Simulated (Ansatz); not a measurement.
Level of theory: DFT PBE, scalar-relativistic, plane waves, PAW in Ansatz 0.2.0. All cells share a 420 eV cutoff and Γ-centred k meshes spaced at most about 0.3 Å⁻¹ (about 0.25 or finer for metals, 2π included). Spin is collinear in cells that carry moments; the others ran without spin or lost their moments.

Temperature and zero-point effects are left out.

Question: Order these relaxed structures of Ti5C by energy, lowest first, with the energy over the lowest of them.
1.
(no moments)
Space group F-43m (No. 216). a = 7.262 Å, b = 7.262 Å, c = 7.262 Å, α = 90.00°, β = 90.00°, γ = 90.00°
```csv
atom,site,symmetry,x,y,z
Ti,16e,.3m,0.3775,0.1225,0.3775
Ti,4d,-43m,0.2500,0.2500,0.7500
C,4b,-43m,0.5000,0.0000,0.0000
```

2.
(no moments)
Space group P6/mmm (No. 191). a = 4.791 Å, b = 4.791 Å, c = 7.379 Å, α = 90.00°, β = 90.00°, γ = 120.00°
```csv
atom,site,symmetry,x,y,z
Ti,2e,6mm,0.0000,0.0000,0.2586
Ti,3f,mmm,0.5000,0.0000,0.0000
C,1a,6/mmm,0.0000,0.0000,0.0000
```

3.
(parallel moments up to 0.7 μB)
Space group P6/mmm (No. 191). a = 4.870 Å, b = 4.870 Å, c = 5.357 Å, α = 90.00°, β = 90.00°, γ = 120.00°
```tsv
atom	site	symmetry	x	y	z
Ti	2c	-6m2	0.3333	0.6667	0.0000
Ti	3g	mmm	0.5000	0.0000	0.5000
C	1b	6/mmm	0.0000	0.0000	0.5000
```

4.
(no moments)
Space group P6/mmm (No. 191). a = 4.517 Å, b = 4.517 Å, c = 4.924 Å, α = 90.00°, β = 90.00°, γ = 120.00°
| atom | site | symmetry | x | y | z |
| --- | --- | --- | --- | --- | --- |
| Ti | 4h | 3m. | 0.3333 | 0.6667 | 0.7504 |
| Ti | 1a | 6/mmm | 0.0000 | 0.0000 | 0.0000 |
| C | 1b | 6/mmm | 0.0000 | 0.0000 | 0.5000 |

Answer: 4 (0 meV/atom), 2 (365 meV/atom), 3 (385 meV/atom), 1 (520 meV/atom). Counting Ti atoms around C (those within 1.25 times the shortest such distance or 1.15 times the sum of covalent radii, 1.27 where that leaves under three; a plus sign parts nearer from farther groups; the shortest distance is added where it exceeds 1.18 times the sum of covalent radii): cell 4 has C 2+12; cell 2 has C 2+6; cell 3 has C 6; cell 1 has C 16 from 3.0 Å. All come from invented guesses. The lowest form computed isn't among them: it has space group P-62m (No. 189), 15.0 Å³/atom and lies 287 meV/atom below the best shown. Even the lowest of the cells shown lies +0.60 eV/atom against the elements.

For metals, differences of a few meV/atom aren't resolved. Another magnetic order may lie lower. Cells relaxed within their symmetry can be saddle points. Some types were kept out of the candidates beforehand, so the set may lack a known form.
